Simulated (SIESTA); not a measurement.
## Ag under changes of volume

One of the cells (17.806 Å³/atom); the others are scaled copies at fixed shape and fractional positions:

```
CELL_PARAMETERS angstrom
2.93000 0.00000 0.00000
-1.46500 2.53745 0.00000
0.00000 0.00000 4.79000
ATOMIC_POSITIONS crystal
Ag 0.66667 0.33333 0.75000
Ag 0.33333 0.66667 0.25000
```

This isn't the form of Ag at room conditions, which is fcc.

| Quantity | Value |
| --- | --- |
| Program | SIESTA 5.4.2 |
| Functional | LDA |
| Potentials or basis | PseudoDojo 0.4 standard (LDA files) |
| Basis | DZP (energy shift 0.003 Ry; two zetas on semicore shells) |
| Grid cutoff | 800 Ry |
| Energy shift | 0.003 Ry |
| k mesh | 10 × 10 × 6 |
| Occupations | fermi-dirac, width 0.05 eV |
| Spin | no spin polarisation |

```csv
volume (Å³/atom),energy over the lowest point (meV/atom),pressure (GPa)
16.738,0.00,-4.6
17.094,12.89,-7.0
17.450,30.72,-9.0
17.806,52.65,-10.8
18.162,78.31,-12.3
18.518,?,?
18.875,138.65,-14.7
```

**Question.** What does the run at 18.518 Å³/atom give?

**Answer.** Energy over the lowest point 107.21 meV/atom; pressure -13.6 GPa.

Worked out: A Birch-Murnaghan fit of order 3 (a polynomial in V^(-2/3)) to the other rows has no minimum within the range. It gives 107.08 meV/atom at 18.518 Å³/atom, against the run's 107.21, and -dE/dV = -13.6 GPa, against -13.6.

Energies are extrapolated to zero smearing.

Caveats: short orbitals over semicore shells can move pressures by several GPa; the basis of atomic orbitals isn't converged, which shifts pressures, moduli and gaps.
